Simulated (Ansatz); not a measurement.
# In under changes of volume

One of the cells (26.540 Å³/atom); the others are scaled copies at fixed shape and fractional positions:

```xyz
2
Lattice="3.3355 0.0000 0.0000 -1.6677 2.8886 0.0000 0.0000 0.0000 5.5091" Properties=species:S:1:pos:R:3 pbc="T T T"
In    1.6677    0.9629    4.1319
In    0.0000    1.9257    1.3773
```

This isn't the form of In at room conditions, which is tetragonal.

| Quantity | Value |
| --- | --- |
| Program | Ansatz 0.2.0 |
| Functional | PBEsol |
| Potentials or basis | all-electron LAPW, scalar-relativistic |
| Cutoff | 181 eV (chosen from the basis error) |
| Basis error allowed | 0.0005 eV/atom |
| k mesh | 9 × 9 × 5 |
| Occupations | fermi-dirac, width 0.05 eV |
| Spin | no spin polarisation |

```tsv
volume (Å³/atom)	energy over the lowest point (meV/atom)	pressure (GPa)
24.948	2.37	1.3
25.478	0.00	0.3
26.009	0.82	-0.6
26.540	?	?
27.071	10.37	-2.0
27.602	18.22	-2.6
28.133	27.64	-3.0
```

Task: What does the run at 26.540 Å³/atom give?

Result: Energy over the lowest point 4.42 meV/atom; pressure -1.4 GPa.

Worked out: A Birch-Murnaghan fit of order 3 (a polynomial in V^(-2/3)) to the other rows has its minimum at 25.59 Å³/atom with B0 = V·E''(V) = 46 GPa and B' = 7.2 at fixed shape and positions, which overstates the stiffness. It gives 4.45 meV/atom at 26.540 Å³/atom, against the run's 4.42, and -dE/dV = -1.5 GPa, against -1.4.

Energies are extrapolated to zero smearing.
